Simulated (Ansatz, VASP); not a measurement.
HfB2 in VASP and in Ansatz

INCAR

```
ALGO = Normal
EDIFF = 1E-6
ENCUT = 520
GGA = PE
ISIF = 2
ISMEAR = -1
LASPH = T
LCHARG = F
LREAL = F
LWAVE = F
NBANDS = 15
NELM = 60
PREC = Accurate
SIGMA = 0.05
```

KPOINTS

```
k-points
0
Gamma
  10 10 8
```

The input POSCAR:

```
HfB2
1.0
    3.1400000000      0.0000000000      0.0000000000
   -1.5700000000      2.7193197679      0.0000000000
    0.0000000000      0.0000000000      3.4800000000
Hf B
1 2
Direct
    0.0000000000      0.0000000000      0.0000000000
    0.6666666667      0.3333333333      0.5000000000
    0.3333333333      0.6666666667      0.5000000000
```

The input input.yaml:

```yaml
crystal:
  lattice:
    - [3.14, 0.0, 0.0]
    - [-1.57, 2.7193197679, 0.0]
    - [0.0, 0.0, 3.48]
  atoms:
    - { symbol: Hf, position: [0.0, 0.0, 0.0] }
    - { symbol: B, position: [0.6666666667, 0.3333333333, 0.5] }
    - { symbol: B, position: [0.3333333333, 0.6666666667, 0.5] }
hamiltonian:
  xc: pbe
  pseudopotentials: { kind: paw, azcp: { folder: soft_1 } }
kpoints:
  mp_grid: { grid: [10, 10, 8] }
scf:
  occupations: { method: fermi_dirac, width: 0.05 }
output:
  forces: true
  stress: true
  eigenvalues: true
```

Alike in both runs: task single point; functional PBE; k mesh 10 × 10 × 8; occupations fermi-dirac, width 0.05 eV; no spin polarisation.

|  | VASP | Ansatz |
| --- | --- | --- |
| version | VASP 6.6.1 | Ansatz 0.2.0 |
| potentials or method | VASP PAW PBE potentials, release 64 (Hf_pv, B) | Ansatz PAW soft_1 |
| plane-wave cutoff (eV) | 520 | 420 |
| valence electrons in the cell | 16 | 32 |

Ansatz gave:

| Quantity | Value |
| --- | --- |
| gap on the k mesh at the Fermi level (eV) | none |
| pressure (GPa) | 1.4 |
| largest component of the traceless stress (GPa) | 0.34 |

Task: What did VASP give for the same quantities?

Result: gap on the k mesh at the Fermi level (eV): none; pressure (GPa): 1.0; largest component of the traceless stress (GPa): 0.51.

A gap of «none» marks a metal or a gap that the smearing closes. The functional is the same, so the differences come from potentials, cutoffs and numerics. The two sets of potentials don't hold the same shells in valence.

The runs have no spin-orbit coupling, so splittings on Hf are missing.
